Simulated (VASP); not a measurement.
Runs of VASP 6.6.1 on CaO. The structure is cubic, space group Fm-3m (No. 225). Conventional cell: a = 4.807 Å, b = 4.807 Å, c = 4.807 Å, α = 90.00°, β = 90.00°, γ = 90.00°. Ca (site symmetry m-3m) is surrounded by 6 O at 2.40 Å. O (site symmetry m-3m) has 6 Ca at 2.40 Å as nearest neighbours. The cell is a database's computed one.

```csv
task,level,potentials or basis,cell,cutoff (eV),smearing,monkhorst-Pack mesh,atoms held fixed (from 0),other keys,gap on the mesh (eV),pressure (GPa)
single point,rSCAN,"VASP PAW PBE potentials, release 64 (Ca_pv, O)",as given,500,gaussian 0.005 eV,-,-,PREC = High; ISMEAR = 0; SIGMA = 0.005,4.20,(a)
relaxation of cell and atoms,optPBE-vdW,"VASP PAW PBE potentials, release 54 (Ca_sv, O)",relaxed from: cell strained at random at fixed volume,600,gaussian 0.05 eV,-,-,-,3.71,0.0
relaxation of the atoms,BEEF-vdW,"VASP PAW PBE potentials, release 64 (Ca_sv, O)","atoms relaxed from: atoms moved at random, drawn with an rms of 0.1 Å",520,fermi-dirac 0.05 eV,yes,[0],shifted = yes; ADDGRID = yes; IBRION = 1,-,3.6
relaxation of the atoms,RPBE+D3(BJ),"VASP PAW PBE potentials, release 64 (Ca_sv_GW, O_GW)","atoms relaxed from: atoms moved at random, drawn with an rms of 0.05 Å",550,gaussian 0.05 eV,-,-,ALGO = Fast,3.77,-17.8
```

Alike in all rows: no spin polarisation; k mesh 10 × 10 × 10.

Question: Estimate the missing entries.

Answer: (a) -1.0.

Caveats: the PAW data sets were made with another functional, which shifts forces and pressure a little.

A k mesh can miss the band edges.

The runs don't all hold the same shells in valence.

Runs at the PBE level aren't shown here.
